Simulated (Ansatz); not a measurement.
CuO:

```
Cu O
1.0
     2.55255    0.00000    0.00000
     0.00000    2.55255    0.00000
     0.00000    0.00000    2.55255
Cu O
1 1
Direct
  0.00000 0.00000 0.00000
  0.50000 0.50000 0.50000
```

Measurements of this composition are mostly on another form, of space group No. 15.

```yaml
Program: Ansatz 0.2.0
Task: relaxation of cell and atoms
Functional: PBE
Potentials_or_basis: Ansatz PAW
Cutoff: "420 eV (not typed: the program's choice for these potentials)"
k_mesh: 10 × 10 × 10
Occupations: fermi-dirac, width 0.05 eV
Spin: no spin polarisation
Hubbard_terms: Cu d U = 4 eV
```

At the start: volume 8.32 Å³/atom.

Task: Where does the relaxation end?

Result: It ends after 9 steps and the volume is 9.31 Å³/atom (+12.0 %); space group Pm-3m (No. 221, to 0.05 Å).

Step by step:
| step | energy change (eV) | largest force (eV/Å) | volume (Å³) |
| --- | --- | --- | --- |
| 1 | 0.0000 | 0.0000 | 16.63 |
| 2 | -0.0848 | 0.0000 | 17.46 |
| 3 | -0.1159 | 0.0000 | 18.34 |
| 4 | -0.1160 | 0.0000 | 18.49 |
| 5 | -0.1159 | 0.0000 | 18.51 |
| 6 | -0.1307 | 0.0000 | 18.51 |
| 7 | -0.1306 | 0.0000 | 18.62 |
| 8 | -0.1305 | 0.0000 | 18.63 |
| 9 | -0.1311 | 0.0000 | 18.63 |

Final structure:
```yaml
crystal:
  lattice:
    - [2.65082, 0.00000, 0.00000]
    - [0.00000, 2.65082, 0.00000]
    - [0.00000, 0.00000, 2.65082]
  atoms:
    - { symbol: Cu, position: [0.00000, 0.00000, 0.00000] }
    - { symbol: O, position: [0.50000, 0.50000, 0.50000] }
```

Caveat: the plane-wave basis is chosen anew once the cell has moved, so the energies of steps on either side of that aren't comparable; the pressure holds a Pulay correction of +0.7 GPa for the finite cutoff; an odd number of electrons without spin polarisation forces a metal; a magnetic or distorted state may lie lower; the run has no spin polarisation, though such a crystal can be magnetic; U without spin polarisation on a metal has little footing.
